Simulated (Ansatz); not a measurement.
Runs of Ansatz 0.2.0 on GaSb. It takes space group I-4m2 (No. 119, tetragonal). Conventional cell: a = 5.507 Å, b = 5.507 Å, c = 3.181 Å, α = 90.00°, β = 90.00°, γ = 90.00°. Around Sb (site symmetry -4m2) lie 4 Ga at 2.87 Å and 2 Sb at 3.18 Å. Ga (site symmetry -4m2) is surrounded by 4 Sb at 2.87 Å and 2 Ga at 3.18 Å. Measurements of this composition are mostly on another form, of space group No. 216.

| level | pressure (GPa) | relaxed volume (Å³/atom) |
| --- | --- | --- |
| PBE | 0.0 | 24.17 |
| BLYP | 0.0 | (b) |
| RPBE | 0.0 | 24.90 |
| revPBE | 0.0 | 24.69 |
| PBEsol | 0.0 | 22.86 |
| LDA | 0.0 | (a) |

Alike in all rows: task relaxation of cell and atoms; potentials or basis all-electron LAPW, scalar-relativistic; no spin polarisation; cell relaxed; k mesh 10 × 10 × 10; smearing fermi-dirac 0.05 eV; basis error allowed 0.001 eV/atom.

**Question.** Fill in the values left out.

**Answer.** (a) 22.28; (b) 26.87.
